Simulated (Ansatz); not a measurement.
NaF built on the wurtzite prototype (it has left that coordination) was relaxed with 5 functionals in Ansatz, cell and atoms free, the symmetry of the start kept (meshes: PBE 12×12×4, r2SCAN 6×6×6, PBEsol 6×6×6, LDA 6×6×6, HSE06 6×6×4). The calculation is spin-unpolarised, and the structure need not be a phase that has been made.

The HSE06 result:
```yaml
crystal:
  lattice:
    - [3.89619, 0.00000, 0.00000]
    - [-1.94809, 3.37420, 0.00000]
    - [0.00000, 0.00000, 4.59343]
  atoms:
    - { symbol: Na, position: [0.33333, 0.66667, 0.93750] }
    - { symbol: Na, position: [0.66667, 0.33333, 0.43750] }
    - { symbol: F, position: [0.33333, 0.66667, 0.43750] }
    - { symbol: F, position: [0.66667, 0.33333, 0.93750] }
```

The symmetry is P6_3/mmc (No. 194, hexagonal); a = 3.896 Å, c = 4.593 Å in the conventional setting, 15.10 Å³ an atom. Na is surrounded by 5 F at 2.25–2.30 Å; F is surrounded by 5 Na at 2.25–2.30 Å. The cell started from the wurtzite prototype, but the relaxation took it to the higher symmetry P6_3/mmc (No. 194), so the name no longer describes it.

Question: What lattice does r2SCAN give?

Answer: a = 3.868 Å, c = 4.551 Å; the volume differs by -2.3 % from HSE06's. Around Na lie 5 F at 2.23–2.28 Å; around F lie 5 Na at 2.23–2.28 Å.

Question: How does the cell change with LDA?

Answer: a = 3.793 Å, c = 4.460 Å; the volume differs by -8.0 % from HSE06's. Na is surrounded by 5 F at 2.19–2.23 Å; F is surrounded by 5 Na at 2.19–2.23 Å.

Question: Held at the r2SCAN cell, what mean stress do LDA and PBE find, and does its sign point to their own minimum?

Answer: Yes. LDA -2.51 GPa, and its relaxed volume is -5.7 % from r2SCAN's; PBE +2.53 GPa, and its relaxed volume is +6.2 % from r2SCAN's. Compression counts positive, so a positive stress asks for a larger cell.
